For the band gap of SnO₂, TASK is the only one of these ten functionals that comes near experiment. It gives 2.9 eV where the measured gap, roughly recalled, is 3.6 eV, while the other nine give between 1.3 and 1.7 eV. It should be used for the gap alone, on a structure obtained in another way, because at the structure used here it leaves larger forces and a higher pressure than the ordinary functional PBE. Where the gap must be right to 0.1 eV, none of the ten will do.

GPAW 26.7.0, plane-wave PAW DFT for SnO₂ (P4_2/mnm, 6-atom cell) at one fixed geometry, with an 800 eV cutoff, a 4 × 4 × 5 k mesh and Fermi–Dirac smearing of 0.05 eV. Gaps are taken from bands along a path of special points, with spin–orbit coupling added after self-consistency.

```
functional                                           potentials  gap on path (eV)  direct gap on path (eV)
       PBE                 GPAW-PAW-data-sets-(gpaw-data-1.2.1)             1.314                    1.314
      BLYP  PAW-data-sets-made-by gpaw-setup-for-the-functional             1.356                    1.356
      AM05  PAW-data-sets-made-by gpaw-setup-for-the-functional             1.269                    1.269
  BEEF-vdW                 GPAW-PAW-data-sets-(gpaw-data-1.2.1)             1.514                    1.514
   C09-vdW                 GPAW-PAW-data-sets-(gpaw-data-1.2.1)             1.352                    1.352
     M06-L                 GPAW-PAW-data-sets-(gpaw-data-1.2.1)             1.741                    1.741
       MS2                 GPAW-PAW-data-sets-(gpaw-data-1.2.1)             1.680                    1.680
      TASK                 GPAW-PAW-data-sets-(gpaw-data-1.2.1)             2.924                    2.924
    vdW-DF                 GPAW-PAW-data-sets-(gpaw-data-1.2.1)             1.538                    1.538
   vdW-DF2                 GPAW-PAW-data-sets-(gpaw-data-1.2.1)             1.469                    1.469
```

The column "gap on path" is the energy from the highest filled state to the lowest empty one, found along lines through the space of electron wave vectors. The "direct gap on path" is the smallest such step at a single wave vector. The two agree in every row, so all ten functionals describe SnO₂ as an insulator with a direct gap. To learn only that the pure, perfect crystal is no metal, the cheapest level is enough. Spin–orbit coupling was added only after each calculation had settled. Its splittings are known to come out too wide here, but it leaves these gaps practically unchanged. The levels part company over the size of the gap.

PBE, a gradient-corrected functional, gives 1.31 eV, little more than a third of the measured value. The filled states at the edge are mainly oxygen 2p, and the empty ones come mainly from tin 5s. PBE gives every electron the same exchange-correlation potential at a given point, whichever of these states it occupies. In exact theory that potential jumps upwards by a constant when an electron is added across the gap, and the jump belongs to the true gap. A gradient-corrected potential has no such jump, so a gap read from its bands comes out too small.

Replacing PBE by another functional of the same kind doesn't cure this. PBE, BLYP and AM05 lie within 0.09 eV of one another, although each takes a different view of how exchange and correlation respond to a changing density. Even this small spread has no clear owner. BLYP and AM05 were run with atomic potentials generated specially for them and PBE with its own from the standard set, so the potentials may differ in more than the functional. The coarse mesh of wave vectors was not tested against a finer one either. A choice among the three should rest on something other than the gap.

The four functionals with nonlocal correlation, BEEF-vdW, C09-vdW, vdW-DF and vdW-DF2, reach at most 1.54 eV. Their special ingredient describes the attraction between pieces of matter that hardly share any density, such as a molecule resting on a surface. One pair shows that the gap can shift without any change in this ingredient: vdW-DF and C09-vdW have the same correlation and differ only in exchange, yet their gaps differ by 0.19 eV. That difference is as large as the spread of the whole group. These functionals are worth their extra work when weak binding matters, and the gap is no reason to choose them.

The next level, the meta-GGA, looks at more than the density. It also uses the kinetic-energy density τ, which records how strongly the occupied orbitals vary from place to place. A common way to use it is through the ratio

α = (τ − τ_W) / τ_unif

Here τ_W is the value that τ would have if all the density at that point came from a single orbital, and τ_unif is its value in a uniform electron gas of the same density. Where one orbital dominates, α is near zero, and where several different orbitals overlap, it is larger.

This gives the functional a way to treat orbitals differently at the same point. An orbital's energy now contains a term that grows with the square of its slope, multiplied by the sensitivity of the exchange-correlation energy to τ. In TASK exchange becomes weaker as α rises, so this term pushes steeply varying orbitals upwards. The lowest empty state is an antibonding mixture of tin and oxygen orbitals, with a node between the atoms, and it is plausible that it is pushed up more than the filled oxygen states. The band edges of the two runs fit this: from PBE to TASK the lowest empty state rises by 1.08 eV, while the highest filled one falls by 0.53 eV. The filled state can fall because the rest of the potential changes too, and the zero of energy is only roughly the same in both runs. In the language of the exact theory, part of the missing jump is expected to enter the band gap in this way, though the two runs can't show how large that part is.

M06-L shows that merely having τ in the formula is not enough. Its gap is 0.43 eV above that of PBE, which makes up about a fifth of what PBE lacks against the rough measured value. MS2 does much the same. TASK gains 1.61 eV over PBE and makes up about 70 per cent. The step from M06-L to TASK, within one level of theory, is thus far larger than the step that leads from PBE up to M06-L.

The likely reason lies in what each functional was built to do. TASK was designed with an unusually strong dependence of exchange on τ, precisely so that gaps would open. Its large gap therefore shows how much that design yields in SnO₂, but is no independent proof of the mechanism. The three meta-GGAs, like the four functionals with nonlocal correlation, were run with atomic potentials that were not made for them, and how much this shifts their gaps was not tested. For a similar oxide, the useful question to ask of a meta-GGA is how strongly its exchange weakens as α rises, since the name of the level promises little.

What these differences mean depends on the purpose. Suppose that an engineer wants to know whether a tin oxide coating lets visible light through, and takes the gap as the energy at which absorption begins. With PBE that threshold lies at a wavelength of about 940 nm, in the near infrared, and the coating would wrongly be expected to absorb visible light. With TASK it lies at about 420 nm, in the violet, so that most of the visible range passes, as it does in reality.

Even this reading is only a first check. In SnO₂ symmetry forbids light to lift an electron directly between the two band edges, and strong absorption starts at higher energy. An absorption spectrum needs the strengths of the transitions as well as their energies. The gap can sort a material into a broad class, transparent or coloured, and for that purpose the step from PBE to TASK decides the answer.

Contacts between materials ask for more. Whether electrons flow from a coating into the layer beneath it can turn on a tenth of an electronvolt in the position of a band edge. TASK still falls short of the rough measured gap by about 0.7 eV, several times that tolerance. Such work calls for a method that treats the addition and removal of an electron more completely, checked against a measurement on the same material.

The structure is a separate matter, and here the ranking changes. All ten calculations used the same atomic positions, in a cell whose edges are close to the measured ones as roughly recalled. The force left on each oxygen atom shows how far a functional is from being content with those positions. It is 0.33 eV/Å with TASK and 0.25 eV/Å with PBE, but only 0.17 eV/Å with AM05. AM05 thus has the smallest force of all ten rows and also the smallest gap, so a good gap is no sign of a good structure.

The pressure, available for the six functionals without nonlocal correlation, carries the same warning. It is positive in all six, which means that each of these functionals would like a larger cell. The pressure is lowest with MS2, at 3.2 GPa, while PBE has 9.6 GPa and TASK 11.0 GPa. If the cell is allowed to relax, the tin–oxygen bonds stretch, the antibonding tin state is pushed up less, and the gap shrinks.

The size of this loss can be estimated for PBE. The relative growth in volume, ΔV/V, is about the pressure p divided by the bulk modulus B, the stiffness of the crystal against uniform compression. The loss of gap is that growth times a deformation potential D, the change of gap per relative change of volume. With rough recalled values of 200 GPa for B and 10 eV for D,

ΔV/V ≈ p/B ≈ 9.6/200 ≈ 0.05

loss of gap ≈ D × ΔV/V ≈ 10 eV × 0.05 ≈ 0.5 eV

Only the order of magnitude, some tenths of an electronvolt, deserves trust. The estimate treats the response as linear and ignores the shift of the oxygen atoms within the cell, and no relaxed calculation is at hand to test it. It is still enough to guide practice, because the loss is about as large as the whole gain from PBE to M06-L. A comparison in which every functional relaxes its own cell would mix the two effects, and a gap that looked worse might simply belong to a larger crystal. By the same estimate TASK would lose a similar amount in its own relaxed cell, and its gap would then lie further below the measured one.

The sound procedure is therefore to settle the structure first, from a measurement or from a functional that leaves little force and pressure at the measured structure. Of the functionals with both a force and a pressure to judge by, AM05 and MS2 come closest to this. The gap is then calculated with TASK on that fixed structure. Its total energies and forces are better left unused unless they have been checked for the question in hand.

No running times are given here, but the ingredients show roughly what each level costs. PBE, BLYP and AM05 need only the density and its slope and are the cheapest. Nonlocal correlation adds a sum over pairs of points in space, which fast Fourier transforms keep affordable. A meta-GGA needs the slopes of all occupied orbitals and often takes more rounds to settle. As the cell grows, both remain much nearer to PBE in cost than methods with exact exchange, which must treat pairs of orbitals. One TASK calculation on a fixed structure is thus a modest addition to a study done with PBE, and for the gap of SnO₂ it buys far more than any other change among these ten.
